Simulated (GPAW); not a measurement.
# Au (Fm-3m) in GPAW: notebook, part 2 of 2

GPAW 26.7.0. The steps go on from the part before.

## 3. Relaxation of cell and atoms, PBEsol+D3(BJ)+ATM

run.py reads:

```python
from ase import Atoms
from ase.calculators.mixing import SumCalculator
from ase.filters import FrechetCellFilter
from ase.io import write
from ase.optimize import BFGS
from dftd3.ase import DFTD3
from gpaw import GPAW, PW, setup_paths

setup_paths.insert(0, '.')

atoms = Atoms(['Au'],
              cell=[[0.0, 2.035, 2.035],
                    [2.035, 0.0, 2.035],
                    [2.035, 2.035, 0.0]],
              scaled_positions=[[0.0, 0.0, 0.0]],
              pbc=True)

calc = GPAW(mode=PW(600),
            xc='PBEsol',
            kpts={'size': (11, 11, 11), 'gamma': True},
            occupations={'name': 'fermi-dirac', 'width': 0.05},
            nbands=14,
            convergence={'density': 1e-05, 'forces': 0.0001},
            maxiter=150,
            txt='gpaw.txt')
atoms.calc = SumCalculator([calc, DFTD3(damping='d3bj', params_tweaks=dict(method='pbesol', atm=True))])
opt = BFGS(FrechetCellFilter(atoms), trajectory='relax.traj', logfile='-')
done = opt.run(fmax=0.02, steps=60)
calc.write('gs.gpw')
write('result.traj', atoms)
print('Converged:', done)
print('Cell:', atoms.cell.cellpar().round(4))
print('Volume:', round(atoms.get_volume(), 4))
print(atoms.get_scaled_positions().round(5))
```

Potentials or basis: PAW data sets generated in the run's folder for this functional, pw.

On the command line:

```sh
> gpaw-setup -f PBEsol Au
> OMP_NUM_THREADS=1 python run.py
```

gpaw.txt:

```text
__  _  _
 | _ |_)|_||  |
 |__||  | ||/\| - 26.7.0

Input parameters:
  mode=PW(ecut=600.0),
  convergence={'density': 1e-05, 'forces': 0.0001},
  kpts=MonkhorstPack(size=(11, 11, 11), gamma=True),
  maxiter=150,
  nbands=14,
  occupations=Occupations(name='fermi-dirac', width=0.05),
  xc=XC(name='PBEsol')

Diagonalizing LCAO Hamiltonian
Converting LCAO to pw mode

       Au

Atoms  # Å, Bohr magnetons
|   | symbol |        x |        y |        z |    initial magnetic moments |
|---|--------|----------|----------|----------|-----------------------------|
| 0 |     Au | 0.000000 | 0.000000 | 0.000000 | ( 0.0000,  0.0000,  0.0000) |

Unit cell  # Å
| periodic |        x |        y |        z |  lengths |    angles |
|----------|----------|----------|----------|----------|-----------|
|      yes | 0.000000 | 2.035000 | 2.035000 | 2.877925 | 60.000000 |
|      yes | 2.035000 | 0.000000 | 2.035000 | 2.877925 | 60.000000 |
|      yes | 2.035000 | 2.035000 | 0.000000 | 2.877925 | 60.000000 |
[... 175 lines left out ...]

Converged in 9 steps
Energy contributions relative to reference atoms: (reference = -516455.655722)

Energy contributions:
  Kinetic:          -8.268915
  Coulomb:           6.919925
  Zero:              0.153728
  External:          0.000000
  Xc:               -2.640096
  Entropy:          -0.001654
  Spinorbit:         0.000000
  ----------------------------
  Free energy:      -3.837012
  Extrapolated:     -3.836185

dipole moment: (-13.941916, -13.941916, -13.941916)  # |e|*Ang

Fermi level: 9.964
Eigenvalues  # (at kpt = [0.000, 0.000, 0.000])
| band index |      eig [eV] | occ [0-2] |
|------------|---------------|-----------|
|          0 |        -0.057 |     2.000 |
|          1 |         5.220 |     2.000 |
|          2 |         5.220 |     2.000 |
|          3 |         5.220 |     2.000 |
|          4 |         6.774 |     2.000 |
|          5 |         6.774 |     2.000 |
|          6 |        25.779 |     0.000 |
|          7 |        29.603 |     0.000 |
|          8 |        29.603 |     0.000 |
|          9 |        29.603 |     0.000 |
|         10 |        33.575 |     0.000 |
|         11 |        38.016 |     0.000 |
|         12 |        38.016 |     0.000 |
|         13 |        38.016 |     0.000 |

No gap
No difference between direct/indirect transitions

Stress tensor  # eV/Ang^3
|         x |         y |         z |
|-----------|-----------|-----------|
| -0.029125 | -0.000000 | -0.000000 |
| -0.000000 | -0.029125 | -0.000000 |
| -0.000000 | -0.000000 | -0.029125 |

Forces  # eV/Ang
|       x |        y |       z |
|---------|----------|---------|
| 0.00000 | -0.00000 | 0.00000 |  # Au   0

# Writing to gs.gpw (mode='')
```

stdout:

```text
Step          Energy          fmax
BFGS:    0       -4.388022        0.012979
Converged: True
Cell: [ 2.8779  2.8779  2.8779 60.     60.     60.    ]
Volume: 16.8548
[[0. 0. 0.]]
```

Wall time 12 s (1 thread of Intel Xeon Platinum 8488C (Sapphire Rapids), shared host); peak memory 0.15 GiB.

What came out:

```
Free energy                : -4.3888 eV
Pressure after relaxing    : 0.1 GPa
Band gap on the k mesh     : none (metal or under the smearing width)
Dispersion energy per atom : -0.552 eV
```

Final structure:
```
Au
1.0
     0.00000    2.03500    2.03500
     2.03500    0.00000    2.03500
     2.03500    2.03500    0.00000
Au
1
Direct
  0.00000 0.00000 0.00000
```

Levels at points of the mesh, in eV from the Fermi level:
```tsv
k point	band 3	band 4	band 5	band 6	band 7	band 8	band 9	band 10
(0.00, 0.00, 0.00)	-4.74	-4.74	-3.19	-3.19	15.81	19.64	19.64	19.64
```

Caveat: with this Au data set, volumes or pressures lay over 1.5 % or 2 GPa off other programs in two to four cells of ten; the relaxation stopped at its first step, so nothing moved; later steps reuse the first step's grids; pairwise dispersion overbinds metals, which lowers pressure and volume.

## 4. Relaxation of cell and atoms, PBEsol+D4

Changes to run.py since step 3:

```diff
@@ -5,3 +5,3 @@
 from ase.optimize import BFGS
-from dftd3.ase import DFTD3
+from dftd4.ase import DFTD4
 from gpaw import GPAW, PW, setup_paths
@@ -25,3 +25,3 @@
             txt='gpaw.txt')
-atoms.calc = SumCalculator([calc, DFTD3(damping='d3bj', params_tweaks=dict(method='pbesol', atm=True))])
+atoms.calc = SumCalculator([calc, DFTD4(method='pbesol')])
 opt = BFGS(FrechetCellFilter(atoms), trajectory='relax.traj', logfile='-')
```

On the command line:

```sh
> gpaw-setup -f PBEsol Au
> OMP_NUM_THREADS=1 python run.py
```

Run time: 20 s. Hardware: 1 thread of Intel Xeon Platinum 8488C (Sapphire Rapids), shared host; peak memory 0.15 GiB.

Results (log left out):

| Quantity | Value |
| --- | --- |
| Free energy | -4.2377 eV |
| Relaxed volume | 16.94 Å³/atom |
| Relaxed cell | a = 2.883 Å, b = 2.883 Å, c = 2.883 Å, α = 60.00°, β = 60.00°, γ = 60.00° |
| Space group after relaxing (to 0.05 Å) | Fm-3m (No. 225) |
| Energy gained by relaxing | 0.4 meV/atom |
| Ionic steps | 2 |
| Pressure after relaxing | 0.2 GPa |
| Band gap on the k mesh | none (metal or under the smearing width) |
| Dispersion energy per atom | -0.398 eV |

Step by step:
```csv
step,energy change (eV),largest force (eV/Å),pressure (GPa),volume (Å³)
1,0.0000,0.0000,1.16,16.85
2,-0.0004,0.0000,0.16,16.94
```

Final structure:
```cif
data_structure
_symmetry_space_group_name_H-M 'P 1'
_symmetry_Int_Tables_number 1
_cell_length_a 2.8830
_cell_length_b 2.8830
_cell_length_c 2.8830
_cell_angle_alpha 60.000
_cell_angle_beta 60.000
_cell_angle_gamma 60.000
_cell_volume 16.94
loop_
_atom_site_label
_atom_site_type_symbol
_atom_site_fract_x
_atom_site_fract_y
_atom_site_fract_z
_atom_site_occupancy
Au1 Au 0.00000 0.00000 0.00000 1
```

Levels at points of the mesh, in eV from the Fermi level:
| k point | band 2 | band 3 | band 4 | band 5 | band 6 | band 7 | band 8 | band 9 | band 10 |
| --- | --- | --- | --- | --- | --- | --- | --- | --- | --- |
| (0.00, 0.00, 0.00) | -4.72 | -4.72 | -4.72 | -3.18 | -3.18 | 15.80 | 19.60 | 19.60 | 19.60 |

Caveat: with this Au data set, volumes or pressures lay over 1.5 % or 2 GPa off other programs in two to four cells of ten; later steps reuse the first step's grids; pairwise dispersion overbinds metals, which lowers pressure and volume. Zero-point motion and thermal expansion aren't in these numbers.

## 5. Single point, PBE0

run.py reads:

```python
from ase.dft.bandgap import bandgap
from ase.io import read, write
from gpaw import GPAW, PW

atoms = read('Au.xyz')

calc = GPAW(mode=PW(450),
            xc='PBE0',
            kpts={'size': (5, 5, 5), 'gamma': True},
            occupations={'name': 'fermi-dirac', 'width': 0.05},
            nbands=11,
            convergence={'density': 1e-05, 'energy': 1e-05},
            maxiter=60,
            txt='gpaw.txt')
atoms.calc = calc
energy = atoms.get_potential_energy()
forces = atoms.get_forces()
calc.write('gs.gpw')
write('result.traj', atoms)
print(f'Energy: {energy:.6f} eV')
print('Forces (eV/A):')
print(forces.round(4))
print('Fermi level:', round(calc.get_fermi_level(), 4), 'eV')
print(f'Gap: {bandgap(calc)[0]:.4f} eV, direct: {bandgap(calc, direct=True)[0]:.4f} eV')
```

Au.xyz reads:

```xyz
1
Lattice="0.0000000000 2.0350000000 2.0350000000 2.0350000000 0.0000000000 2.0350000000 2.0350000000 2.0350000000 0.0000000000" Properties=species:S:1:pos:R:3 pbc="T T T"
Au     0.0000000000      0.0000000000      0.0000000000
```

Potentials or basis: GPAW PAW data sets (gpaw-data 1.2.1), pw.

On the command line:

```sh
> OMP_NUM_THREADS=1 python run.py
```

gpaw.txt:

```text
__  _  _
 | _ |_)|_||  |
 |__||  | ||/\| - 26.7.0

Input parameters:
  mode=PW(ecut=450.00000000000006),
  convergence={'density': 1e-05, 'energy': 1e-05},
  kpts=MonkhorstPack(size=(5, 5, 5), gamma=True),
  maxiter=60,
  nbands=11,
  occupations=Occupations(name='fermi-dirac', width=0.05),
  xc=XC(name='PBE0')

Diagonalizing LCAO Hamiltonian
Converting LCAO to pw mode

       Au

Atoms  # Å, Bohr magnetons
|   | symbol |        x |        y |        z |    initial magnetic moments |
|---|--------|----------|----------|----------|-----------------------------|
| 0 |     Au | 0.000000 | 0.000000 | 0.000000 | ( 0.0000,  0.0000,  0.0000) |

Unit cell  # Å
| periodic |        x |        y |        z |  lengths |    angles |
|----------|----------|----------|----------|----------|-----------|
|      yes | 0.000000 | 2.035000 | 2.035000 | 2.877925 | 60.000000 |
|      yes | 2.035000 | 0.000000 | 2.035000 | 2.877925 | 60.000000 |
|      yes | 2.035000 | 2.035000 | 0.000000 | 2.877925 | 60.000000 |

Number of symmetries: 48
Symmetry operations  # r_c * U_cc + t_c -> r_c
[... 181 lines left out ...]
|iter:  21| |  270.078459c| -6.65 | -3.67 |
|iter:  22| |  270.078460c| -8.67c| -4.03 |
|iter:  23| |  270.078460c| -8.04c| -4.29 |
|iter:  24| |  270.078460c| -9.29c| -6.27c|

Converged in 24 steps
Energy contributions relative to reference atoms: (reference = -516598.271109)

Energy contributions:
  Kinetic:         -10.440005
  Coulomb:           9.347385
  Zero:              0.106764
  External:          0.000000
  Xc:             2427.697587
  Entropy:          -0.003260
  Spinorbit:         0.000000
  Hybrid_Xc_Cc:     -2103.832331
  Hybrid_Xc_Vc:       -26.992281
  Hybrid_Xc_Vv:       -25.807029
  ----------------------------
  Free energy:     270.076830
  Extrapolated:    270.078460

dipole moment: (-13.846089, -13.846089, -13.846089)  # |e|*Ang

Fermi level: 8.634
Eigenvalues  # (at kpt = [0.000, 0.000, 0.000])
| band index |      eig [eV] | occ [0-2] |
|------------|---------------|-----------|
|          0 |        -1.442 |     2.000 |
|          1 |         3.792 |     2.000 |
|          2 |         3.792 |     2.000 |
|          3 |         3.792 |     2.000 |
|          4 |         5.431 |     2.000 |
|          5 |         5.431 |     2.000 |
|          6 |        27.057 |     0.000 |
|          7 |        31.163 |     0.000 |
|          8 |        31.163 |     0.000 |
|          9 |        31.163 |     0.000 |
|         10 |        35.091 |     0.000 |

No gap
No difference between direct/indirect transitions

Forces  # eV/Ang
|       x |        y |        z |
|---------|----------|----------|
| 0.00000 | -0.00000 | -0.00000 |  # Au   0

# Writing to gs.gpw (mode='')
```

It took 11 min on 1 thread of AMD EPYC 9R14 (Zen 4), shared host; peak memory 0.21 GiB.

What came out:

| Property | Result |
| --- | --- |
| Free energy | 270.0768 eV |
| Band gap on the k mesh | none (metal or under the smearing width) |

Caveat: the k mesh is coarse (spacing up to 0.53 Å⁻¹), so the values aren't converged, least of all with exact exchange; the PAW data sets were made with another functional, which shifts forces and pressure a little.

## 6. Summary

```tsv
task	level	potentials or basis	cell	k mesh	cutoff (eV)	maxiter	optimizer	fmax	max steps	convergence	mesh quality	gap on the mesh (eV)	pressure (GPa)	relaxed volume (Å³/atom)
relaxation of cell and atoms	PBEsol+D3(BJ)	PAW data sets generated in the run's folder for this functional, pw	relaxed	11 × 11 × 11	600	150	BFGS	0.02 eV/Å	60	density=1e-05 forces=0.0001	not flagged	none	0.0	16.72
relaxation of cell and atoms	PBEsol+D3(BJ)+ATM	PAW data sets generated in the run's folder for this functional, pw	relaxed	11 × 11 × 11	600	150	BFGS	0.02 eV/Å	60	density=1e-05 forces=0.0001	not flagged	none	0.1	-
relaxation of cell and atoms	PBEsol+D4	PAW data sets generated in the run's folder for this functional, pw	relaxed	11 × 11 × 11	600	150	BFGS	0.02 eV/Å	60	density=1e-05 forces=0.0001	not flagged	none	0.2	16.94
single point	PBE0	GPAW PAW data sets (gpaw-data 1.2.1), pw	as given	5 × 5 × 5	450	60	-	-	-	-	coarse	none	-	-
```

Alike in all rows: no spin polarisation; smearing fermi-dirac 0.05 eV.

Caveats: some runs use coarse meshes; with this Au data set, volumes or pressures lay over 1.5 % or 2 GPa off other programs in two to four cells of ten (some runs); later steps reuse the first step's grids (some runs); pairwise dispersion overbinds metals, which lowers pressure and volume (some runs); the relaxation stopped at its first step, so nothing moved (some runs); the PAW data sets were made with another functional, which shifts forces and pressure a little (some runs).

Total energies depend on the potentials used, so only differences within one code and one set of settings carry meaning.
